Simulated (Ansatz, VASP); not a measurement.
Two plane-wave programs on Pt

```
Pt
1.0
    -1.60507    1.60507    1.60507
     1.60507   -1.60507    1.60507
     1.60507    1.60507   -1.60507
Pt
1
Direct
  0.00000 0.00000 0.00000
```

This isn't the form of Pt at room conditions, which is fcc.

Alike in both runs: task single point; functional r2SCAN; k mesh 12 × 12 × 12; occupations fermi-dirac, width 0.05 eV; no spin polarisation.

|  | VASP | Ansatz |
| --- | --- | --- |
| version | VASP 6.6.1 | Ansatz 0.2.0 |
| potentials or method | VASP PAW PBE potentials, release 64 (Pt) | Ansatz PAW |
| plane-wave cutoff (eV) | 520 | 500 |
| valence electrons in the cell | 10 | 18 |

Ansatz gave:

- gap on the k mesh at the Fermi level (eV): none
- pressure (GPa): -14.7

Problem. Estimate VASP's values.

Solution. gap on the k mesh at the Fermi level (eV): none; pressure (GPa): -14.3.

A gap of «none» marks a metal or a gap that the smearing closes. The two sets of potentials don't hold the same shells in valence.

Caveats: the PAW data sets were made with another functional, which shifts forces and pressure a little (VASP); the PAW data sets come from PBE, with cores solved anew for the run's functional, which leaves a small shift of forces and pressure (Ansatz). Spin-orbit coupling is left out, which matters for the levels of Pt.
